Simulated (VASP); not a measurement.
Runs of VASP 6.6.1 on Os. Symmetry: P6_3/mmc, No. 194, hexagonal system. The conventional cell has a = 2.734 Å, b = 2.734 Å, c = 4.320 Å, α = 90.00°, β = 90.00°, γ = 120.00°. Around Os (site symmetry -6m2) lie 12 Os at 2.68 to 2.73 Å. 

```csv
task,level,potentials or basis,cell,cutoff (eV),smearing,gap on the mesh (eV),pressure (GPa),relaxed volume (Å³/atom)
relaxation of cell and atoms,revPBE+D4,"VASP PAW PBE potentials, release 64 (Os)",relaxed,600,fermi-dirac 0.05 eV,none,0.0,13.99
relaxation of cell and atoms,revPBE+D3(BJ),"VASP PAW PBE potentials, release 64 (Os)",relaxed,600,fermi-dirac 0.05 eV,none,0.0,(a)
single point,PBE,"VASP PAW PBE potentials, release 64 (Os)",as given,520,gaussian 0.011 eV,none,8.8,-
relaxation of cell and atoms,RPBE+D3(BJ),"VASP PAW PBE potentials, release 64 (Os)",relaxed,600,fermi-dirac 0.05 eV,none,0.0,(b)
relaxation of cell and atoms,RPBE+D3,"VASP PAW PBE potentials, release 64 (Os)",relaxed,600,fermi-dirac 0.05 eV,none,0.0,14.01
```

Alike in all rows: no spin polarisation; k mesh 11 × 11 × 6.

Q: Estimate the missing entries.

A: (a) 13.90; (b) 13.00.

Caveats: the PAW data sets were made with another functional, which shifts forces and pressure a little (some runs); pairwise dispersion overbinds metals, which lowers pressure and volume (some runs).

A k mesh can miss the band edges, and the runs leave out spin-orbit coupling on Os.

A gap of «none» marks a metal or a gap under the smearing width.
